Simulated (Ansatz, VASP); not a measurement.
## BN: VASP beside Ansatz

```
CELL_PARAMETERS angstrom
0.00000 3.49532 2.16609
1.25163 0.00000 2.16609
1.25163 3.49532 0.00000
ATOMIC_POSITIONS crystal
B 0.00005 0.00005 0.99995
N 0.66665 0.66665 0.33335
```

Measurements of this composition are mostly on another form, of space group No. 194.

Alike in both runs: task single point; functional LDA; k mesh 12 × 12 × 12; occupations gaussian, width 0.05 eV; no spin polarisation.

|  | VASP | Ansatz |
| --- | --- | --- |
| version | VASP 6.6.1 | Ansatz 0.2.0 |
| potentials or method | VASP PAW LDA potentials, release 64 (B, N) | scalar-relativistic, plane waves, PAW |
| plane-wave cutoff (eV) | 520 | 420 |
| valence electrons in the cell | 8 | 8 |

|  | VASP | Ansatz | Ansatz less VASP |
| --- | --- | --- | --- |
| gap on the k mesh at the Fermi level (eV) | 3.64 | 3.66 | +0.016 |
| least direct gap on the mesh (eV) | 4.41 | 4.42 | +0.011 |
| pressure (GPa) | -3.8 | -4.2 | -0.40 |
| largest component of the traceless stress (GPa) | 2.53 | 3.11 | +0.580 |
| rms of the force components (eV/Å) | 0.006 | 0.006 | -0.0001 |

Atom by atom the forces differ by 0.000 eV/Å (rms over components).

A k mesh can miss the band edges. A hybrid or GW would open this gap; LDA tends to underestimate it.
